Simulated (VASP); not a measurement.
All values below come from PBE GGA, VASP's PBE PAW potentials (set 64) (plane waves; VASP).

A VASP calculation is set up with these files.

POSCAR:
```
GeO2
5.7728090
  0.4407759210  -0.7634463567   0.0000000000
  0.4407759210   0.7634463567   0.0000000000
  0.0000000000   0.0000000000   1.0000000064
Ge O
3 6
Cart
  0.2009687347   0.3480880897   0.3333330021
  0.4796143726  -0.0000000000   0.0000000000
  0.2009687347  -0.3480880897   0.6666670043
  0.3066229005   0.0760884733   0.2416195785
  0.6623458467   0.2274990078   0.9082865827
  0.3533590158  -0.4598588756   0.4250464258
  0.6623458467  -0.2274990078   0.0917134237
  0.3066229005  -0.0760884733   0.7583804280
  0.3533590158   0.4598588756   0.5749535806
```

### KPOINTS
```
Automatic mesh
0
gamma
  6 6 5
```

INCAR:
```
ALGO  =  Normal
EDIFF  =  1E-7
ENCUT  =  520
GGA  =  PE
ISIF  =  2
ISMEAR  =  -5
LASPH  =  T
LCHARG  =  T
LEFG  =  T
LMAXMIX  =  4
LORBIT  =  11
LREAL  =  F
LWAVE  =  F
NEDOS  =  601
NELM  =  100
PREC  =  Accurate
SYSTEM  =  GeO2
```

POTCAR, in this order: Ge_d O (PBE.64 set). Program: vasp_std.

Output

### OUTCAR
```
 ion  position               nearest neighbor table
   1  0.000  0.456  0.333-   6 1.77   4 1.77   7 1.77   9 1.77
   2  0.544  0.544  0.000-   5 1.77   7 1.77   4 1.77   8 1.77
   3  0.456  0.000  0.667-   9 1.77   8 1.77   5 1.77   6 1.77
   4  0.298  0.398  0.242-   1 1.77   2 1.77
   5  0.602  0.900  0.908-   2 1.77   3 1.77
   6  0.702  0.100  0.425-   1 1.77   3 1.77
   7  0.900  0.602  0.092-   2 1.77   1 1.77
   8  0.398  0.298  0.758-   3 1.77   2 1.77
   9  0.100  0.702  0.575-   3 1.77   1 1.77
  LATTYP: Found a hexagonal cell.
 ALAT       =     5.0890307411
 C/A-ratio  =     1.1343631687
 Subroutine PRICEL returns:
 Original cell was already a primitive cell.
 Subroutine GETGRP returns: Found  6 space group operations
The static configuration has the point symmetry C_2 .
 The point group associated with its full space group is D_3 .
The dynamic configuration has the point symmetry C_2 .
 Subroutine INISYM returns: Found  6 space group operations
 Subroutine IBZKPT returns following result:
 Found     27 irreducible k-points:

 Following reciprocal coordinates:
            Coordinates               Weight
  0.000000  0.000000  0.000000      1.000000
  0.166667  0.000000  0.000000      6.000000
  0.333333  0.000000  0.000000      6.000000
  0.500000  0.000000  0.000000      3.000000
  0.166667  0.166667  0.000000      6.000000
  0.333333  0.166667  0.000000     12.000000
  0.333333  0.333333  0.000000      2.000000
  0.000000  0.000000  0.200000      2.000000
  0.166667  0.000000  0.200000      6.000000
  0.000000  0.166667  0.200000      6.000000
  0.333333  0.000000  0.200000      6.000000
  0.000000  0.333333  0.200000      6.000000
  0.500000  0.000000  0.200000      6.000000
  0.166667  0.166667  0.200000     12.000000
  0.333333  0.166667  0.200000     12.000000
...
```

**OSZICAR**
```
       N       E                     dE             d eps       ncg     rms          rms(c)
DAV:   1     0.116591491567E+04    0.11659E+04   -0.37658E+04  3282   0.399E+03
DAV:   2     0.172749689756E+03   -0.99317E+03   -0.94987E+03  2714   0.115E+03
DAV:   3    -0.491702282567E+02   -0.22192E+03   -0.21867E+03  2810   0.283E+02
DAV:   4    -0.665172731353E+02   -0.17347E+02   -0.17243E+02  3016   0.971E+01
DAV:   5    -0.670340248891E+02   -0.51675E+00   -0.51543E+00  3072   0.159E+01    0.190E+01
DAV:   6    -0.576136918889E+02    0.94203E+01   -0.38019E+01  4026   0.970E+01    0.646E+00
DAV:   7    -0.577893145756E+02   -0.17562E+00   -0.35696E+00  2784   0.974E+00    0.394E+00
DAV:   8    -0.577552835400E+02    0.34031E-01   -0.49096E-01  3664   0.809E+00    0.992E-01
DAV:   9    -0.577345913275E+02    0.20692E-01   -0.17291E-01  3880   0.513E+00    0.231E-01
DAV:  10    -0.577360059164E+02   -0.14146E-02   -0.11486E-02  2832   0.778E-01    0.870E-02
DAV:  11    -0.577363183201E+02   -0.31240E-03   -0.56192E-04  3496   0.163E-01    0.370E-02
DAV:  12    -0.577363345120E+02   -0.16192E-04   -0.49780E-05  3328   0.128E-01    0.143E-02
DAV:  13    -0.577363400877E+02   -0.55758E-05   -0.21656E-05  3616   0.561E-02    0.289E-03
DAV:  14    -0.577363400976E+02   -0.98189E-08   -0.33678E-06  3482   0.251E-02    0.157E-03
DAV:  15    -0.577363400121E+02    0.85452E-07   -0.18831E-07  1992   0.593E-03
   1 F= -.57736340E+02 E0= -.57736340E+02  d E =0.000000E+00
```

**OUTCAR**
```
------------------------ aborting loop because EDIFF is reached ----------------------------------------
  FORCE on cell =-STRESS in cart. coord.  units (eV):
  Direction    XX          YY          ZZ          XY          YZ          ZX
  --------------------------------------------------------------------------------------
  Total        0.0020470      0.0020470     -0.0882186      0.0000000     -0.0000000      0.0000000
  in kB        0.0253298      0.0253298     -1.0916483      0.0000000     -0.0000000      0.0000000
  external PRESSURE =      -0.3469962 kB  Pullay stress =       0.0000000 kB
  volume of cell :      129.48
      direct lattice vectors                 reciprocal lattice vectors
     2.544515204 -4.407229999  0.000000000     0.196501086 -0.113449945  0.000000000
     2.544515204  4.407229999  0.000000000     0.196501086  0.113449945  0.000000000
     0.000000000  0.000000000  5.772809037     0.000000000  0.000000000  0.173225893
 POSITION                                       TOTAL-FORCE (eV/Angst)
 -----------------------------------------------------------------------------------
      1.16015      2.00945      1.92427        -0.004286     -0.007423      0.000000
      2.76872      0.00000      0.00000         0.008571     -0.000000      0.000000
      1.16015     -2.00945      3.84854        -0.004286      0.007423      0.000000
      1.77008      0.43924      1.39482         0.002279     -0.005067     -0.006208
      3.82360      1.31331      5.24336         0.003249      0.004507     -0.006208
      2.03987     -2.65468      2.45371        -0.005528     -0.000560      0.006208
      3.82360     -1.31331      0.52944         0.003249     -0.004507      0.006208
      1.77008     -0.43924      4.37799         0.002279      0.005067      0.006208
      2.03987      2.65468      3.31910        -0.005528      0.000560     -0.006208
 -----------------------------------------------------------------------------------
    total drift:                               -0.000022     -0.000129      0.000011
  FREE ENERGIE OF THE ION-ELECTRON SYSTEM (eV)
  ---------------------------------------------------
  free  energy   TOTEN  =       -57.7363400121 eV

  energy  without entropy=      -57.7363400121  energy(sigma->0) =      -57.73634001

 total charge

# of ion       s       p       d       tot
------------------------------------------
    1        0.957   1.261  10.452  12.670
    2        0.957   1.261  10.452  12.670
    3        0.957   1.261  10.452  12.670
    4        1.560   3.516   0.000   5.077
    5        1.560   3.516   0.000   5.077
    6        1.560   3.516   0.000   5.077
    7        1.560   3.516   0.000   5.077
    8        1.560   3.516   0.000   5.077
    9        1.560   3.516   0.000   5.077
--------------------------------------------------
tot         12.231  24.881  31.357  68.468

 Electric field gradients after diagonalization (V/A^2)
 (convention: |V_zz| > |V_xx| > |V_yy|)
----------------------------------------------------------------------
 ion       V_xx      V_yy      V_zz     asymmetry (V_yy - V_xx)/ V_zz
----------------------------------------------------------------------
   1     -12.641    -0.883    13.524       0.869
   2     -12.638    -0.885    13.523       0.869
   3     -12.641    -0.883    13.523       0.869
   4    -103.761   -25.520   129.281       0.605
   5    -103.763   -25.517   129.279       0.605
   6    -103.764   -25.519   129.283       0.605
   7    -103.763   -25.517   129.279       0.605
   8    -103.761   -25.520   129.281       0.605
   9    -103.764   -25.519   129.283       0.605
```
(Selected blocks of OUTCAR.)

The compound is GeO2 in the quartz structure, a metastable form; rutile is stable. It was relaxed first, which changed the volume by +7 %.
